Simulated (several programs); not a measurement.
What each method gives for AgGaS2 (ordering on zincblende)

AgGaS2 as one 8-atom ordering (I-42d) on the zincblende lattice, relaxed with r2SCAN in Ansatz, was computed with several methods. Space group I-42d (No. 122), tetragonal; conventional cell a = 5.756 Å, c = 10.393 Å, 21.52 Å³ an atom. Around Ag lie 4 S at 2.56 Å; around S lie 2 Ga at 2.29 Å and 2 Ag at 2.56 Å; around Ga lie 4 S at 2.29 Å. Simulation only: spin-unpolarised, and no claim that this is the phase found in nature.

```yaml
crystal:
  lattice:
    - [-2.87784, 2.87784, 5.19660]
    - [2.87784, -2.87784, 5.19660]
    - [2.87784, 2.87784, -5.19660]
  atoms:
    - { symbol: Ag, position: [0.00000, 0.00000, 0.00000] }
    - { symbol: S, position: [0.37500, 0.41431, 0.53931] }
    - { symbol: Ag, position: [0.75000, 0.25000, 0.50000] }
    - { symbol: S, position: [0.16431, 0.62500, 0.03931] }
    - { symbol: Ga, position: [0.50000, 0.50000, 0.00000] }
    - { symbol: S, position: [0.87500, 0.83569, 0.46069] }
    - { symbol: Ga, position: [0.25000, 0.75000, 0.50000] }
    - { symbol: S, position: [0.58569, 0.12500, 0.96069] }
```

Gaps and times are for a single point on this cell; volume and bulk modulus come from each method's own relaxation or energy curve at fixed shape, which is too stiff where a cell has free coordinates or axes. Times are rough, from shared hosts (Arm Neoverse V2; Intel Xeon 6975P-C), and each method has its own mesh and cell size. A double dagger marks a value from a curve with shape and coordinates held. A star marks a curve whose lowest point is an end point. PM7 (MOPAC), GFN1-xTB (tblite), GFN2-xTB (tblite) treat a cluster of cells at its zone centre, which samples few k points: where these miss a band edge, the gap comes out too large for that reason alone. Gaps from k meshes are read at a limited set of points (mesh, symmetry points, PBE's band edges), so each method's own least gap may be somewhat smaller. xTB and the PM methods were fitted mostly to molecules, and can miss a solid's gap by electronvolts. Minimal bases can be far off for gaps. Times of the plane-wave ladder aren't listed, since it ran on unlike processors and cards. GLLB-SC's gap includes the derivative discontinuity. d marks a direct gap, i an indirect one (no mark: not told apart), a dash a value that wasn't computed or didn't pass its checks.

```
                              method              kind  gap (eV)  own volume (Å³/atom)  bulk modulus (GPa)  atoms computed  processor time
                              PBEsol         semilocal         –                 20.95                   –               8               –
light PBE (260 eV and a coarse mesh)  light plane-wave    1.11 d                     –                   –               8           3.8 s
                   GFN1-xTB (tblite)     tight binding      0.96                21.76‡                 78‡         cluster           4.5 s
                   GFN2-xTB (tblite)     tight binding      0.99               23.47*‡                50*‡         cluster             5 s
                                 LDA         semilocal    0.87 d                 20.27                   –               8               –
                      PBE/SZV (CP2K)       small basis    0.52 d                22.28‡                 82‡               8            26 s
                                 PBE         semilocal    1.09 d                 22.12                 63‡               8               –
                              r2SCAN         semilocal    1.57 d                 21.52                 73‡               8               –
                     PBE/DZVP (CP2K)       small basis    1.06 d                22.33‡                 63‡               8            73 s
                      GLLB-SC (GPAW)   model potential      2.31                     –                   –               8            79 s
                         PM7 (MOPAC)    semi-empirical      3.65                     –                   –         cluster            86 s
                             PBE+SOC         semilocal    1.08 d                     –                   –               8               –
                               HSE06            hybrid    2.25 d                     –                   –               8               –
                                PBE0            hybrid    2.91 d                     –                   –               8               –
                        Hartree-Fock    exact exchange    9.08 d                     –                   –               8               –
                            DDH-PBE0            hybrid    2.10 d                     –                   –               8               –
```

Against HSE06 (2.25 eV) and with closed or daggered gaps left aside, the nearest gap at the points sampled is that of GLLB-SC (GPAW) (+0.06 eV) and the farthest that of Hartree-Fock (+6.83 eV). HSE06 is only a yardstick of convenience, and nearness to it can be luck.

Volumes against r2SCAN's: PBEsol -2.6 %, LDA -5.8 %, PBE +2.8 %.

Only the rows marked +SOC include spin-orbit coupling.
